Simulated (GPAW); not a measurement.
Crystal: Al2O3.

```xyz
5
Lattice="3.0175 0.0000 0.0000 -1.5087 2.6132 0.0000 0.0000 0.0000 7.5746" Properties=species:S:1:pos:R:3 pbc="T T T"
Al    0.0000    0.0000    5.4693
Al    0.0000    0.0000    2.1054
O     0.0000    0.0000    3.7873
O     1.5087    0.8711    6.0638
O     0.0000    1.7421    1.5108
```

Measurements of this composition are mostly on another form, of space group No. 167.

| Quantity | Value |
| --- | --- |
| Program | GPAW 26.7.0 |
| Task | relaxation of cell and atoms |
| Functional | PBE |
| Potentials or basis | GPAW PAW data sets (gpaw-data 1.2.1) |
| Cutoff | 800 eV |
| Basis | pw |
| k mesh | 7 × 7 × 3 |
| Occupations | fermi-dirac, width 0.05 eV |
| Spin | no spin polarisation |

At the start: pressure 1.4 GPa; volume 11.95 Å³/atom.

Task: How do energy, volume and symmetry change on relaxing?

Result: Over 16 steps the energy falls by 4.9 meV/atom and the volume is 13.05 Å³/atom (+9.2 %); space group P-3m1 (No. 164, to 0.05 Å).

Step by step:
| step | energy change (eV) | largest force (eV/Å) | pressure (GPa) | volume (Å³) |
| --- | --- | --- | --- | --- |
| 1 | 0.0000 | 0.0507 | 1.40 | 59.73 |
| 2 | -0.0007 | 0.0240 | 1.18 | 59.78 |
| 3 | -0.0021 | 0.0914 | 0.42 | 60.01 |
| 4 | -0.0025 | 0.0774 | 0.17 | 60.10 |
| 5 | -0.0032 | 0.0896 | -0.10 | 60.26 |
| 6 | -0.0039 | 0.1156 | -0.27 | 60.43 |
| 7 | -0.0055 | 0.1356 | -0.52 | 60.80 |
| 8 | -0.0078 | 0.1444 | -0.70 | 61.33 |
| 9 | -0.0104 | 0.1084 | -0.74 | 61.91 |
| 10 | -0.0119 | 0.0312 | -0.64 | 62.24 |
| 11 | -0.0131 | 0.0845 | -0.48 | 62.39 |
| 12 | -0.0149 | 0.1539 | -0.22 | 62.59 |
| 13 | -0.0179 | 0.2065 | 0.11 | 62.98 |
| 14 | -0.0215 | 0.1594 | 0.34 | 63.75 |
| 15 | -0.0239 | 0.0364 | 0.30 | 64.73 |
| 16 | -0.0245 | 0.0112 | 0.12 | 65.24 |

Final structure:
```
Al O
1.0
     3.02117    0.00000    0.00000
    -1.51059    2.61641    0.00000
     0.00000    0.00000    8.25367
Al O
2 3
Direct
  0.00000 0.00000 0.70433
  0.00000 0.00000 0.29567
  0.00000 0.00000 0.50000
  0.66667 0.33333 0.77683
  0.33333 0.66667 0.22317
```

Caveat: later steps reuse the first step's grids.
